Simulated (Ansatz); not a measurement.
A plane-wave DFT run in Ansatz 0.2.0 (scalar-relativistic PAW potentials unless the input names others): input and command.

```yaml
crystal:
  lattice:
    - [0.0, 1.8783, 1.8783]
    - [1.8783, 0.0, 1.8783]
    - [1.8783, 1.8783, 0.0]
  atoms:
    - { symbol: C, position: [0.0, 0.0, 0.0] }
    - { symbol: Si, position: [0.5, 0.5, 0.5] }
basis:
  ecutwfc: 420
  precision: f64
kpoints:
  mp_grid: { grid: [20, 20, 20] }
hamiltonian:
  xc: lda
  dispersion: d3bj
scf:
  occupations: { method: gaussian, width: 0.05 }
  eigensolver: { kind: davidson }
output:
  forces: true
  eigenvalues: true
  stress: true
```

```bash
ansatz run input.yaml --threads 1 --pin off --max-ram 2560MiB --backend cpu --events-out ev --progress --plain --runs-dir out
```

Abridged log:
```
Warning: the engine holds no damping parameters fitted to this dispersion correction and functional, so the run takes those fitted to pbe (hamiltonian.dispersion, under Limitations)
Pseudopotentials: kind: paw
Pseudopotential: C, paw, valence charge 4, recommended cutoff 420 eV (normal)
Pseudopotential: Si, paw, valence charge 4, recommended cutoff 420 eV (normal)
Functional definition: SPW92
Crystal: 2 atoms, lattice volume = 13.253 Å³
Basis set: ecut = 420 eV, 259 PW (Γ)
Bands: 8, of which v1, the nominal top of the filled ones, is band 4 counted from 1 (3 counted from 0)
Symmetry: 48 space group operations
Space group: Fm-3m (ITA 225), of the structure as read, at distance tolerance 2.4e-5 Å
k-points: 256 of 8000
Initial density: superposition of atomic densities (neutral atoms: chi_scale 0, normalization atom), corrected by the library's trained network
Initial wavefunctions: pseudopotential atomic-orbital guess
Functional: x = slater, c = lda
SCF iter   1: F=—  HF=-851.230748 eV  |F-HF|=—  |Δ(HF+E_count)|=         —  Δρ=1.78e-2  dr2=3.26e-2  ethr=1.77e-3  ⟨swp⟩=6.6  Hψ=9795  notcnv=1
SCF iter   2: F=—  HF=-851.218485 eV  |F-HF|=—  |Δ(HF+E_count)|=   1.23e-2  Δρ=2.95e-3  dr2=5.32e-4  ethr=6.63e-6  ⟨swp⟩=2.3  Hψ=8698  notcnv=0  defer=12
SCF iter   3: F=—  HF=-851.218305 eV  |F-HF|=—  |Δ(HF+E_count)|=   1.80e-4  Δρ=1.43e-3  dr2=9.14e-5  ethr=6.63e-6  ⟨swp⟩=2.0  Hψ=2817  notcnv=0
automatic band count: iteration 3 solves 7 bands in place of 8: the levels show a gap, and the empty bands left out lie too high to hold charge; the band table lists the bands solved (type scf.n_extra_bands for more)
SCF iter   4: F=—  HF=-851.218274 eV  |F-HF|=—  |Δ(HF+E_count)|=   3.15e-5  Δρ=9.45e-5  dr2=8.08e-7  ethr=1.14e-6  ⟨swp⟩=2.3  Hψ=2902  notcnv=0
SCF iter   5: F=-851.218274 eV  HF=-851.218274 eV  |F-HF|=3.93e-8  |Δ(HF+E_count)|=   4.32e-7  Δρ=2.34e-5  dr2=5.83e-8  ethr=1.01e-8  ⟨swp⟩=3.7  Hψ=4089  notcnv=0
SCF iter   6: F=-851.218274 eV  HF=-851.218274 eV  |F-HF|=1.49e-8  |Δ(HF+E_count)|=   1.12e-8  Δρ=1.26e-5  dr2=1.89e-8  ethr=7.28e-10  ⟨swp⟩=3.1  Hψ=3857  notcnv=0
the search or the solves at the SCF's close seem to have found levels that the self-consistency loop had missed (the run counts 1). By its estimate they hold under 1e-12 electrons; where the run keeps them, the occupations were computed again with them
SCF 1 converged in 6 iterations: F = -851.218274 eV  dr2 = 1.89e-8
  Residual-converged pass: ⟨swp⟩=2.5  Hψ=2945  notcnv=0  max |occ|·‖R‖ = 6.6e-6 eV (tolerance 6.7e-6 eV) dr2=1.92e-8  dr2_onsite=4.58e-10  max |Δocc| = 9.2e-29
SCF converged after 6 iterations
Free energy (F): -851.218274 eV
Harris-Foulkes:  -851.218274 eV  (|F-HF|=1.49e-8)
Internal energy: -851.218274 eV  (E = F + TS)
E sigma→0 (E₀):  -851.218274 eV
Fermi energy:    18.406887 eV
  E_disp       = -0.941131  (pairwise vdW)
--- Forces (eV/Å), atoms counted from 1 ---
  atom   1  C      0.00000000     0.00000000     0.00000000
  atom   2  Si     0.00000000     0.00000000     0.00000000
--- Stress (GPa, compression-positive) ---
       67.873578       0.000000       0.000000
        0.000000      67.873578       0.000000
        0.000000       0.000000      67.873578
  P = ⅓ Tr σ = 67.8736 GPa (678.736 kbar)
```

Apart from outputs and empty bands, the input differs from a reference run on usual settings in scf.occupations.method: "fermi_dirac" → "gaussian"; scf.occupations.width: 0.15 → 0.05; scf.eigensolver.kind: not typed → "davidson"; basis.precision: not typed → "f64"; hamiltonian.dispersion: not typed → "d3bj". The reference, at the same geometry (not necessarily relaxed), gave pressure 79.71 GPa, largest force 0.000 eV/Å, gap on the mesh 0.72 eV. This run converged in 6 SCF iterations (reference: 6) with an energy at zero smearing 471 meV/atom below the reference's (the Hamiltonian itself differs), pressure 67.87 GPa, largest force 0.000 eV/Å, gap on the mesh 0.72 eV.

Time: 6 s on 1 thread of Intel(R) Xeon(R) Processor @ 2.50GHz (Skylake/Cascade Lake) (shared host), peak memory 0.32 GiB.